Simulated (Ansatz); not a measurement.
# AlN: the cost of one run

Method: DFT PBE, scalar-relativistic, plane waves, PAW, in Ansatz 0.2.0.

## Step 1: The system as given

The structure is cubic, space group F-43m (No. 216). Conventional cell: a = 4.368 Å, b = 4.368 Å, c = 4.368 Å, α = 90.00°, β = 90.00°, γ = 90.00°. Al (site symmetry -43m) has 4 N at 1.89 Å in its first shell of neighbours. N (site symmetry -43m) has 4 Al at 1.89 Å in its first shell of neighbours.

Structure file:

```
CELL_PARAMETERS angstrom
0.00000 6.55198 6.55198
6.55198 0.00000 6.55198
6.55198 6.55198 0.00000
ATOMIC_POSITIONS crystal
Al 0.00000 0.00000 0.00000
Al 0.00000 0.00000 0.33333
Al 0.00000 0.00000 0.66667
Al 0.00000 0.33333 0.00000
Al 0.00000 0.33333 0.33333
Al 0.00000 0.33333 0.66667
Al 0.00000 0.66667 0.00000
Al 0.00000 0.66667 0.33333
Al 0.00000 0.66667 0.66667
Al 0.33333 0.00000 0.00000
Al 0.33333 0.00000 0.33333
Al 0.33333 0.00000 0.66667
Al 0.33333 0.33333 0.00000
Al 0.33333 0.33333 0.33333
Al 0.33333 0.33333 0.66667
Al 0.33333 0.66667 0.00000
Al 0.33333 0.66667 0.33333
Al 0.33333 0.66667 0.66667
Al 0.66667 0.00000 0.00000
Al 0.66667 0.00000 0.33333
Al 0.66667 0.00000 0.66667
Al 0.66667 0.33333 0.00000
Al 0.66667 0.33333 0.33333
Al 0.66667 0.33333 0.66667
Al 0.66667 0.66667 0.00000
Al 0.66667 0.66667 0.33333
Al 0.66667 0.66667 0.66667
N 0.25000 0.25000 0.25000
N 0.25000 0.25000 0.58333
N 0.25000 0.25000 0.91667
N 0.25000 0.58333 0.25000
N 0.25000 0.58333 0.58333
N 0.25000 0.58333 0.91667
N 0.25000 0.91667 0.25000
N 0.25000 0.91667 0.58333
N 0.25000 0.91667 0.91667
N 0.58333 0.25000 0.25000
N 0.58333 0.25000 0.58333
N 0.58333 0.25000 0.91667
N 0.58333 0.58333 0.25000
N 0.58333 0.58333 0.58333
N 0.58333 0.58333 0.91667
N 0.58333 0.91667 0.25000
N 0.58333 0.91667 0.58333
N 0.58333 0.91667 0.91667
N 0.91667 0.25000 0.25000
N 0.91667 0.25000 0.58333
N 0.91667 0.25000 0.91667
N 0.91667 0.58333 0.25000
N 0.91667 0.58333 0.58333
N 0.91667 0.58333 0.91667
N 0.91667 0.91667 0.25000
N 0.91667 0.91667 0.58333
N 0.91667 0.91667 0.91667
```

The runs take a perfect supercell of 54 atoms; the defect goes to fractional position (0.500, 0.833, 0.833).

## Step 2: The perfect supercell

Contents of input.yaml:

```yaml
crystal:
  lattice:
    - [0.0, 6.551981, 6.551981]
    - [6.551981, 0.0, 6.551981]
    - [6.551981, 6.551981, 0.0]
  atoms:
    - { symbol: Al, position: [0.0, 0.0, 0.0] }
    - { symbol: Al, position: [0.0, 0.0, 0.333333] }
    - { symbol: Al, position: [0.0, 0.0, 0.666667] }
    - { symbol: Al, position: [0.0, 0.333333, 0.0] }
    - { symbol: Al, position: [0.0, 0.333333, 0.333333] }
    - { symbol: Al, position: [0.0, 0.333333, 0.666667] }
    - { symbol: Al, position: [0.0, 0.666667, 0.0] }
    - { symbol: Al, position: [0.0, 0.666667, 0.333333] }
    - { symbol: Al, position: [0.0, 0.666667, 0.666667] }
    - { symbol: Al, position: [0.333333, 0.0, 0.0] }
    - { symbol: Al, position: [0.333333, 0.0, 0.333333] }
    - { symbol: Al, position: [0.333333, 0.0, 0.666667] }
    - { symbol: Al, position: [0.333333, 0.333333, 0.0] }
    - { symbol: Al, position: [0.333333, 0.333333, 0.333333] }
    - { symbol: Al, position: [0.333333, 0.333333, 0.666667] }
    - { symbol: Al, position: [0.333333, 0.666667, 0.0] }
    - { symbol: Al, position: [0.333333, 0.666667, 0.333333] }
    - { symbol: Al, position: [0.333333, 0.666667, 0.666667] }
    - { symbol: Al, position: [0.666667, 0.0, 0.0] }
    - { symbol: Al, position: [0.666667, 0.0, 0.333333] }
    - { symbol: Al, position: [0.666667, 0.0, 0.666667] }
    - { symbol: Al, position: [0.666667, 0.333333, 0.0] }
    - { symbol: Al, position: [0.666667, 0.333333, 0.333333] }
    - { symbol: Al, position: [0.666667, 0.333333, 0.666667] }
    - { symbol: Al, position: [0.666667, 0.666667, 0.0] }
    - { symbol: Al, position: [0.666667, 0.666667, 0.333333] }
    - { symbol: Al, position: [0.666667, 0.666667, 0.666667] }
    - { symbol: "N", position: [0.25, 0.25, 0.25] }
    - { symbol: "N", position: [0.25, 0.25, 0.583333] }
    - { symbol: "N", position: [0.25, 0.25, 0.916667] }
    - { symbol: "N", position: [0.25, 0.583333, 0.25] }
    - { symbol: "N", position: [0.25, 0.583333, 0.583333] }
    - { symbol: "N", position: [0.25, 0.583333, 0.916667] }
    - { symbol: "N", position: [0.25, 0.916667, 0.25] }
    - { symbol: "N", position: [0.25, 0.916667, 0.583333] }
    - { symbol: "N", position: [0.25, 0.916667, 0.916667] }
    - { symbol: "N", position: [0.583333, 0.25, 0.25] }
    - { symbol: "N", position: [0.583333, 0.25, 0.583333] }
    - { symbol: "N", position: [0.583333, 0.25, 0.916667] }
    - { symbol: "N", position: [0.583333, 0.583333, 0.25] }
    - { symbol: "N", position: [0.583333, 0.583333, 0.583333] }
    - { symbol: "N", position: [0.583333, 0.583333, 0.916667] }
    - { symbol: "N", position: [0.583333, 0.916667, 0.25] }
    - { symbol: "N", position: [0.583333, 0.916667, 0.583333] }
    - { symbol: "N", position: [0.583333, 0.916667, 0.916667] }
    - { symbol: "N", position: [0.916667, 0.25, 0.25] }
    - { symbol: "N", position: [0.916667, 0.25, 0.583333] }
    - { symbol: "N", position: [0.916667, 0.25, 0.916667] }
    - { symbol: "N", position: [0.916667, 0.583333, 0.25] }
    - { symbol: "N", position: [0.916667, 0.583333, 0.583333] }
    - { symbol: "N", position: [0.916667, 0.583333, 0.916667] }
    - { symbol: "N", position: [0.916667, 0.916667, 0.25] }
    - { symbol: "N", position: [0.916667, 0.916667, 0.583333] }
    - { symbol: "N", position: [0.916667, 0.916667, 0.916667] }
basis:
  ecutwfc: 420
  fft_grid_basis: typed
kpoints:
  mp_grid: { grid: [2, 2, 2] }
hamiltonian:
  xc: pbe
  pseudopotentials: { kind: paw }
scf:
  occupations: { method: gaussian, width: 0.05 }
output:
  forces: true
  stress: false
  eigenvalues: true
  bader: false
  write_density: true
  volumetric_format: npy
```

On the command line:

```
$ ansatz run input.yaml --threads 4 --pin off --max-ram 10240MiB --backend cpu --events-out ev --progress --plain --runs-dir out
```

**Question.** How long does this run take on 4 threads of Intel Xeon Platinum 8259CL at 2.50GHz (Skylake/Cascade Lake), shared host, and how much memory does it need?

About 5.3 s, with a peak of 1.6 GiB.
